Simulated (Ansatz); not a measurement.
Deforming C

```
C
1.0
     1.22803    0.70900    3.34701
    -1.22803    0.70900    3.34701
     0.00000   -1.41800    3.34701
C
2
Direct
  0.16400 0.16400 0.16400
  0.83600 0.83600 0.83600
```

Atom numbers follow the list: C1, C2.

The cell is COD entry 1200018, as deposited and not checked against the literature; nothing was relaxed. It is an old determination, and later ones may differ.

All numbers below come from Ansatz 0.2.0, DFT, PBE, all-electron LAPW, scalar-relativistic.

Settings: a Γ-centred 17×17×17 k mesh, Fermi–Dirac smearing of 0.03 eV, basis error target 0.5 meV/atom, no spin polarisation.

The unchanged cell is at 4.26 GPa.

Semilocal functionals give too small gaps.

x, y and z are the Cartesian axes of the cell as listed; fractional coordinates follow a strain, and an engineering shear is twice the off-diagonal strain component.

(1) With this change (z strained by -1 % at fixed volume), what becomes of the energy and stress and forces and gap?

Answers

(1) Energy change under 1 meV/atom; stress change (xx, yy, zz, yz, xz, xy) -6.34, -6.34, 0.44, 0.00, 0.00, 0.00 GPa, compression positive; change of the force on C2 (0.000, 0.000, 0.012) eV/Å; gap on the k mesh 0.39 → 0.34 eV.
